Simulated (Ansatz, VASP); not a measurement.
## Two plane-wave programs on AlN

File INCAR:

```
ALGO     = Normal         # electronic algorithm
EDIFF    = 1E-7           # SCF threshold, eV
ENCUT    = 520            # plane-wave cutoff, eV
GGA      = PE             # functional
ISIF     = 2              # what is computed and relaxed
ISMEAR   = 0              # smearing method
LASPH    = True           # aspherical terms in the spheres
LCHARG   = False          # write CHGCAR
LREAL    = False          # projectors in reciprocal space
LWAVE    = False          # write WAVECAR
NBANDS   = 26             # bands
NELM     = 60             # most SCF steps
PREC     = Accurate       # precision mode
SIGMA    = 0.1            # smearing width, eV
```

The input KPOINTS:

```
k-points
0
Gamma
  6 6 6
```

File POSCAR:

```
AlN
1.0
   -3.1994850100      3.1994850100      1.8747983800
    3.1994850100     -3.1994850100      1.8747983800
    3.1994850100      3.1994850100     -1.8747983800
Al N
4 4
Direct
    0.8535209200      0.3535209200      0.2070418300
    0.1464790800      0.6464790800      0.7929581700
    0.3535209200      0.1464790800      0.5000000000
    0.6464790800      0.8535209200      0.5000000000
    0.8535209200      0.6464790800      0.5000000000
    0.1464790800      0.3535209200      0.5000000000
    0.3535209200      0.8535209200      0.2070418300
    0.6464790800      0.1464790800      0.7929581700
```

Input for Ansatz:

```yaml
crystal:
  lattice:
    - [-3.19948501, 3.19948501, 1.87479838]
    - [3.19948501, -3.19948501, 1.87479838]
    - [3.19948501, 3.19948501, -1.87479838]
  atoms:
    - { symbol: Al, position: [0.85352092, 0.35352092, 0.20704183] }
    - { symbol: Al, position: [0.14647908, 0.64647908, 0.79295817] }
    - { symbol: Al, position: [0.35352092, 0.14647908, 0.5] }
    - { symbol: Al, position: [0.64647908, 0.85352092, 0.5] }
    - { symbol: "N", position: [0.85352092, 0.64647908, 0.5] }
    - { symbol: "N", position: [0.14647908, 0.35352092, 0.5] }
    - { symbol: "N", position: [0.35352092, 0.85352092, 0.20704183] }
    - { symbol: "N", position: [0.64647908, 0.14647908, 0.79295817] }
basis:
  ecutwfc: 420
kpoints:
  mp_grid: { grid: [6, 6, 6] }
hamiltonian:
  xc: pbe
scf:
  occupations: { method: gaussian, width: 0.1 }
  lower_state_search: "off"
output:
  forces: true
  stress: true
  eigenvalues: true
```

Alike in both runs: task single point; functional PBE; k mesh 6 × 6 × 6; occupations gaussian, width 0.1 eV; no spin polarisation.

|  | VASP | Ansatz |
| --- | --- | --- |
| version | VASP 6.6.1 | Ansatz 0.2.0 |
| potentials or method | VASP PAW PBE potentials, release 64 (Al, N) | scalar-relativistic, plane waves, PAW |
| plane-wave cutoff (eV) | 520 | 420 |
| valence electrons in the cell | 32 | 32 |

Ansatz gave:

| Item | Value |
| --- | --- |
| gap on the k mesh at the Fermi level (eV) | 2.49 |
| least direct gap on the mesh (eV) | 2.49 |
| rms of the force components (eV/Å) | 0.834 |

Problem. What did VASP give for the same quantities?

Solution. gap on the k mesh at the Fermi level (eV): 2.49; least direct gap on the mesh (eV): 2.49; rms of the force components (eV/Å): 0.839.

Atom by atom the forces differ by 0.005 eV/Å (rms over components). The functional is the same, so the differences come from potentials, cutoffs and numerics.

Caveats: forces of over 1 eV/Å show positions far from the minimum, so gaps and moduli don't describe the material at rest. A hybrid or GW would open this gap; PBE tends to underestimate it. A k mesh can miss the band edges.
